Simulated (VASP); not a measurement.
Here is a VASP 6.6.1 calculation.

INCAR

```
PREC = Accurate ; ENCUT = 520
EDIFF = 1E-7 ; ISMEAR = 1
SIGMA = 0.1 ; LREAL = False
LASPH = True ; NELM = 80
ALGO = Fast ; ISIF = 2
LWAVE = False ; LCHARG = False
LMAXMIX = 4 ; GGA = CA
```

The input KPOINTS:

```
Automatic mesh
0
Gamma
  16 16 16
```

POSCAR

```
Ir                                      
1.0
    0.0000000000      1.9172882864      1.9172882864
    1.9172882864      0.0000000000      1.9172882864
    1.9172882864      1.9172882864      0.0000000000
  Ir            
     1
Direct
     0.0000000000000000    0.0000000000000000    0.0000000000000000
```

Contents of KPOINTS_OPT:

```
explicit points
252
Reciprocal
 0.0000000000  0.0000000000  0.0000000000 1
 0.0357142857  0.0000000000  0.0357142857 1
 0.0714285714  0.0000000000  0.0714285714 1
 0.1071428571  0.0000000000  0.1071428571 1
 0.1428571429  0.0000000000  0.1428571429 1
 0.1785714286  0.0000000000  0.1785714286 1
[... 244 lines left out ...]
 0.4924546700  0.0075453300  0.5000000000 1
 0.5075453300 -0.0075453300  0.5000000000 1
```

Potentials or basis: VASP PAW LDA potentials, release 64 (Ir).

The run is started by

```bash
$ cat potpaw_LDA.64/Ir/POTCAR > POTCAR
$ mpirun -np 1 vasp_std > vasp.out
```

Question: Predict the pressure.

Answer: -4.8 GPa.

Question: What does it give for the band gap along the path?

Answer: None (metal or under the smearing width).

Levels at the corners of the path, in eV from the Fermi level:
| point | band 2 | band 3 | band 4 | band 5 | band 6 | band 7 |
| --- | --- | --- | --- | --- | --- | --- |
| Γ | -3.93 | -3.93 | -3.93 | -1.18 | -1.18 | 14.34 |
| X | -7.40 | 0.90 | 1.49 | 1.49 | 1.74 | 10.57 |
| X | -7.40 | 0.90 | 1.49 | 1.49 | 1.74 | 10.57 |
| W | -4.91 | -4.91 | -1.80 | 1.49 | 8.24 | 9.12 |
| W | -4.91 | -4.91 | -1.80 | 1.49 | 8.24 | 9.12 |
| K | -6.02 | -2.90 | -0.87 | 0.61 | 6.36 | 7.76 |
| K | -6.02 | -2.90 | -0.87 | 0.61 | 6.36 | 7.76 |
| Γ | -3.93 | -3.93 | -3.93 | -1.18 | -1.18 | 14.34 |
| Γ | -3.93 | -3.93 | -3.93 | -1.18 | -1.18 | 14.34 |
| L | -4.02 | -4.02 | -0.72 | 0.92 | 0.92 | 7.31 |
| L | -4.02 | -4.02 | -0.72 | 0.92 | 0.92 | 7.31 |
| U | -6.02 | -2.90 | -0.87 | 0.61 | 6.36 | 7.76 |
| U | -6.02 | -2.90 | -0.87 | 0.61 | 6.36 | 7.76 |
| W | -4.91 | -4.91 | -1.80 | 1.49 | 8.24 | 9.12 |
| W | -4.91 | -4.91 | -1.80 | 1.49 | 8.24 | 9.12 |
| L | -4.02 | -4.02 | -0.72 | 0.92 | 0.92 | 7.31 |
| L | -4.02 | -4.02 | -0.72 | 0.92 | 0.92 | 7.31 |
| K | -6.02 | -2.90 | -0.87 | 0.61 | 6.36 | 7.76 |
| U | -6.02 | -2.90 | -0.87 | 0.61 | 6.36 | 7.76 |
| X | -7.40 | 0.90 | 1.49 | 1.49 | 1.74 | 10.57 |

Caveat: spin-orbit coupling is left out, which moves the levels of the heavy elements.
